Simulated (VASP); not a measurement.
# SnSe2: relaxation of cell and atoms with optPBE-vdW

Crystal: SnSe2.

```
Sn Se
1.0
     3.81100    0.00000    0.00000
    -1.90550    3.30042    0.00000
     0.00000    0.00000    6.13600
Sn Se
1 2
Direct
  0.00000 0.00000 0.00000
  0.66667 0.33333 0.75100
  0.33333 0.66667 0.24900
```

```yaml
Program: VASP 6.6.1
Task: relaxation of cell and atoms
Functional: optPBE-vdW
Potentials_or_basis: VASP PAW PBE potentials, release 64 (Sn_d, Se)
Cutoff: 600 eV
k_mesh: 8 × 8 × 5
Occupations: fermi-dirac, width 0.05 eV
Spin: no spin polarisation
Further_INCAR_settings: ALGO = Fast; EDIFF = 1e-07; IBRION = 2; EDIFFG = -0.01; NSW = 40; ISIF = 3
```

* Relaxed volume: 27.85 Å³/atom
* Relaxed cell: a = 3.905 Å, b = 3.905 Å, c = 6.329 Å, α = 90.00°, β = 90.00°, γ = 120.00°
* Space group after relaxing (to 0.05 Å): P-3m1 (No. 164)
* Energy gained by relaxing: 50.7 meV/atom
* Ionic steps: 6
* Pressure after relaxing: 0.0 GPa
* Largest force after relaxing: 0.007 eV/Å
* Band gap on the k mesh: 0.60 eV, indirect (least direct gap 0.81 eV)

Forces on the atoms (eV/Å):
```
Sn   0.000  0.000  0.000
Se   0.000  0.000 -0.007
Se   0.000  0.000  0.007
```

Step by step:
```csv
step,energy change (eV),largest force (eV/Å),pressure (GPa),volume (Å³)
1,0.0000,1.0245,6.60,77.18
2,-0.0642,0.5934,-3.69,89.63
3,-0.1519,0.0093,-0.09,83.80
4,-0.1519,0.0262,0.01,83.67
5,-0.1520,0.0175,0.03,83.62
6,-0.1520,0.0073,0.04,83.56
```

Final structure:
```yaml
crystal:
  lattice:
    - [3.90457, 0.00000, 0.00000]
    - [-1.95229, 3.38146, 0.00000]
    - [0.00000, 0.00000, 6.32853]
  atoms:
    - { symbol: Sn, position: [0.00000, 0.00000, 0.00000] }
    - { symbol: Se, position: [0.66667, 0.33333, 0.74621] }
    - { symbol: Se, position: [0.33333, 0.66667, 0.25379] }
```

Levels at points of the mesh, in eV from the valence-band top:
| k point | band 10 | band 11 | band 12 | band 13 | band 14 | band 15 | band 16 | band 17 |
| --- | --- | --- | --- | --- | --- | --- | --- | --- |
| (0.00, 0.00, 0.00) | -0.51 | -0.26 | -0.26 | -0.10 | 0.72 | 3.09 | 4.52 | 4.52 |
| (0.50, 0.00, 0.00) | -2.63 | -2.25 | -1.12 | -0.23 | 1.07 | 3.73 | 5.16 | 5.56 |

Wall time 6.7 min on 1 thread of Intel(R) Xeon(R) 6975P-C (Granite Rapids), on a shared host, peak memory 0.5 GiB.

Caveat: the PAW data sets were made with another functional, which shifts forces and pressure a little; spin-orbit coupling is left out, which moves the levels of the heavy elements; an odd mesh through Γ misses points on the zone boundary, where band edges often lie. Zero-point motion and thermal expansion aren't in these numbers.
